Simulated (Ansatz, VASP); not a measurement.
Two plane-wave programs on Ga

```xyz
1
Lattice="2.6982 0.0000 0.0000 0.0000 2.6982 0.0000 0.0000 0.0000 2.6982" Properties=species:S:1:pos:R:3 pbc="T T T"
Ga    0.0000    0.0000    0.0000
```

The cell was built by a generator and needn't be a form met in nature.

Alike in both runs: task single point; functional PBE; k mesh 10 × 10 × 10; occupations fermi-dirac, width 0.05 eV; no spin polarisation.

```csv
,VASP,Ansatz
version,VASP 6.6.1,Ansatz 0.2.0
potentials or method,"VASP PAW PBE potentials, release 64 (Ga_d)",Ansatz PAW
plane-wave cutoff (eV),520,420
valence electrons in the cell,13,13
```

VASP gave:

```
gap on the k mesh at the Fermi level (eV) : none
pressure (GPa)                            : 1.1
```

**Question.** Estimate Ansatz's values.

**Answer.** gap on the k mesh at the Fermi level (eV): none; pressure (GPa): 1.0.

A gap of «none» marks a metal or a gap that the smearing closes.
